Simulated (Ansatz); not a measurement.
wurtzite-structured GdN

Computed with Ansatz (plane waves, PAW, 420 eV cutoff): PBE, scalar-relativistic, collinear spin, 10×10×8 k-mesh, Gaussian smearing of 0.05 eV. The datasets are Ansatz's generated set soft_2.

```
CELL_PARAMETERS angstrom
4.06266 0.00000 0.00000
-2.03133 3.51837 0.00000
0.00000 0.00000 5.06588
ATOMIC_POSITIONS crystal
Gd 0.66667 0.33333 0.04978
Gd 0.33333 0.66667 0.54978
N 0.66667 0.33333 0.57542
N 0.33333 0.66667 0.07542
```

This is a trial structure; measured cells of the compound in the Crystallography Open Database are in space group Fm-3m (rock salt).

Cell and atoms are those of this level's equilibrium.

- Space group: P6_3mc (No. 186)
- Volume: 18.10 Å³/atom
- Magnetic state: ferromagnetic
- Site spin moments: Gd 6.82; N -0.07 μB
- Spin moment of the cell: 14.00 μB
- f electrons (orthogonalised atomic orbitals): Gd 7.11

Problem. What does PBE give for the formation energy from the elements (0 K, uncorrected)?

Solution. -1.48 eV/atom.

Problem. Estimate the Bader charges at this level of theory (PBE).

Solution. Gd 1.76; N -1.76 e.

Problem. Estimate the band gap at this level of theory (PBE).

Solution. 0.64 eV.

Within 0.6 eV of the edges the projected states are 74 % N 2p at the top of the valence band and 67 % Gd 5d at the bottom of the conduction band. The valence edge mixes anion p with metal states, so the bond is partly covalent and the gap isn't a plain transfer from N to Gd.

Bader charges against formal ones: Gd +1.76 (+3), N −1.76 (−3). The cations give up 59 % of the formal charge; Bader charges stay under formal ones because the anions' density reaches into the cations' basins, the more so the higher the formal charge and the softer the anion.

Semilocal functionals without a U place occupied f levels too high and empty ones too low, so gaps that touch them come out too small. No spin–orbit coupling, a notable omission for heavy elements. The run wasn't fully tested for a lower electronic state. Site moments are of spin, integrated over atomic spheres. The moments were started parallel, and the real magnetic order may be another.
